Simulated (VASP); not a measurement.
The system is Pb.

```
Pb
1.0
     3.03861   -1.75032    0.00000
     3.03861    1.75032    0.00000
    -2.11546    0.00000    6.09522
Pb
2
Direct
  0.90851 0.90851 0.72629
  0.09149 0.09149 0.27371
```

This isn't the form of Pb at room conditions, which is fcc.

| Property | Result |
| --- | --- |
| Program | VASP 6.6.1 |
| Task | single point |
| Functional | LDA |
| Potentials or basis | VASP PAW LDA potentials, release 64 (Pb_d) |
| Cutoff | 900 eV |
| k mesh | 22 × 22 × 11 |
| Occupations | methfessel-paxton, width 0.1 eV |
| Spin | no spin polarisation |

On this cell: pressure -2.9 GPa; largest force 0.071 eV/Å; band gap on the k mesh none (metal or under the smearing width).

The same run follows on a disturbed copy (grid = ENCUT=900 k=22x22x11 ISMEAR=1 SIGMA=0.1 PREC=Accurate EDIFF=1e-08 LREAL=False ADDGRID=False LASPH=True; atoms moved at random, drawn with an rms of 0.1 Å):

```
Pb
1.0
     3.03861   -1.75032    0.00000
     3.03861    1.75032    0.00000
    -2.11546    0.00000    6.09522
Pb
2
Direct
  0.92267 0.90425 0.72137
  0.10420 0.06594 0.28011
```

**Question.** What changes?

**Answer.** The energy (extrapolated to zero smearing) moves by -0.2 meV/atom; pressure -2.5 GPa; largest force 0.073 eV/Å; band gap on the k mesh none (metal or under the smearing width).

Forces on the atoms (eV/Å):
```
Pb  -0.009 -0.010  0.072
Pb   0.009  0.010 -0.072
```

Stress tensor (GPa, compression positive):
```
-2.67 -0.05 -0.18
-0.05 -2.82 -0.08
-0.18 -0.08 -1.99
```
